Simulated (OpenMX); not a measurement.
The system is ZnS (Wurtzite-2H).

```xyz
4
Lattice="3.8110 0.0000 0.0000 -1.9055 3.3004 0.0000 0.0000 0.0000 6.2340" Properties=species:S:1:pos:R:3 pbc="T T T"
Zn    1.9055    1.1001    3.1170
Zn    0.0000    2.2003    0.0000
S     1.9055    1.1001    5.5171
S     0.0000    2.2003    2.4001
```

Base run:

```yaml
Program: OpenMX 3.8.5
Functional: PBE
Potentials_or_basis: OpenMX 2013 PBE set, Zn6.0H-s3p2d2, S7.0-s2p2d1f1, grid cutoff 500 Ry
k_mesh: 7 × 7 × 5
Occupations: fermi-dirac, width 0.05 eV
Spin: no spin polarisation
```

Its results: band gap on the k mesh 2.47 eV, direct; pressure 5.4 GPa; largest force 0.361 eV/Å.

The run is repeated on the same cell with these changes: functional from PBE to LDA; potentials or basis from OpenMX 2013 PBE set, Zn6.0H-s3p2d2, S7.0-s2p2d1f1, grid cutoff 500 Ry to OpenMX 2013 LDA set, Zn6.0H-s3p2d2, S7.0-s2p2d1f1, grid cutoff 500 Ry. What comes out?

Band gap on the k mesh 2.21 eV, direct; pressure -1.7 GPa; largest force 0.328 eV/Å.

Caveats: the basis of atomic orbitals isn't converged, which shifts pressures, moduli and gaps.

Not every run made on this cell is shown here.
